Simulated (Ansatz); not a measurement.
The system is AlN.

```
Al N
1.0
     0.00000    2.18399    2.18399
     2.18399    0.00000    2.18399
     2.18399    2.18399    0.00000
Al N
1 1
Direct
  0.00000 0.00000 0.00000
  0.25000 0.25000 0.25000
```

Measurements of this composition are mostly on another form, of space group No. 186.

Base run:

* Program: Ansatz 0.2.0
* Functional: BPBE
* Potentials or basis: Ansatz PAW
* Cutoff: 420 eV (not typed: the program's choice for these potentials)
* k mesh: 10 × 10 × 10
* Occupations: fermi-dirac, width 0.05 eV
* Spin: no spin polarisation

Its results: band gap on the k mesh 3.35 eV, indirect (least direct gap 4.20 eV); pressure 5.0 GPa.

Problem. The run is repeated on the same cell with these changes: functional from BPBE to BLYP. What comes out?

Solution. Band gap on the k mesh 3.69 eV, indirect (least direct gap 4.49 eV); pressure 7.8 GPa.

Caveats: the PAW data sets come from PBE, with cores solved anew for the run's functional, which leaves a small shift of forces and pressure.
